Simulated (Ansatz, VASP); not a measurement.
**AlAs: VASP beside Ansatz**

```
As Al
1.0
     4.04986    0.00000    0.00000
    -2.02493    3.50728    0.00000
     0.00000    0.00000   18.13337
As Al
2 2
Cartesian
  0.0000 0.0000 7.0000
  0.0000 2.3382 10.5222
  0.0000 2.3382 7.8267
  2.0249 1.1691 11.0833
```

Alike in both runs: functional PBE; k mesh 9 × 9 × 1; occupations gaussian, width 0.05 eV; no spin polarisation.

Ansatz relaxed the structure, and its values are those at the end. VASP's run is a single point on that final structure, the one shown.

|  | VASP | Ansatz |
| --- | --- | --- |
| version | VASP 6.6.1 | Ansatz 0.2.0 |
| potentials or method | VASP PAW PBE potentials, release 64 (As, Al) | scalar-relativistic, plane waves, PAW |
| plane-wave cutoff (eV) | 520 | 420 |
| valence electrons in the cell | 16 | 36 |

|  | VASP | Ansatz | Ansatz less VASP |
| --- | --- | --- | --- |
| gap on the k mesh at the Fermi level (eV) | 0.19 | 0.19 | 0.000 |
| least direct gap on the mesh (eV) | 0.41 | 0.40 | -0.006 |
| rms of the force components (eV/Å) | 0.288 | 0.295 | +0.0062 |

The two sets of potentials don't hold the same shells in valence.
